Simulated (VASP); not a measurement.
C:

```
CELL_PARAMETERS angstrom
2.12732 -1.22828 0.00000
2.12732 1.22828 0.00000
-1.37907 0.00000 3.50283
ATOMIC_POSITIONS crystal
C 0.16664 0.16664 0.99991
C 0.83336 0.83336 0.00009
```

This is a stacking variant of graphite.

```yaml
Program: VASP 6.6.1
Task: single point
Functional: PBE
Potentials_or_basis: VASP PAW PBE potentials, release 64 (C)
Cutoff: 520 eV
k_mesh: 13 × 13 × 8
Occupations: fermi-dirac, width 0.05 eV
Spin: no spin polarisation
```

On this cell: pressure 4.2 GPa; largest force 0.005 eV/Å; band gap on the k mesh 0.93 eV, indirect (least direct gap 0.94 eV).

The same run follows on a disturbed copy (atoms moved at random, drawn with an rms of 0.05 Å):

```
CELL_PARAMETERS angstrom
2.12732 -1.22828 0.00000
2.12732 1.22828 0.00000
-1.37907 0.00000 3.50283
ATOMIC_POSITIONS crystal
C 0.15153 0.18577 0.00207
C 0.83768 0.84088 0.00652
```

Q: What changes?

A: The energy moves by +22.3 meV/atom; pressure 4.9 GPa; largest force 2.147 eV/Å; band gap on the k mesh 0.50 eV, direct.

Forces on the atoms (eV/Å):
```
C    0.519 -2.068  0.249
C   -0.519  2.068 -0.249
```

Stress tensor (GPa, compression positive):
```
 7.52  4.27 -0.10
 4.27  5.09  0.30
-0.10  0.30  2.06
```

Caveats: an odd mesh through Γ misses points on the zone boundary, where band edges often lie; this functional lacks dispersion, which binds the layers, so the pressure and a relaxed spacing across them are unreliable (some runs).
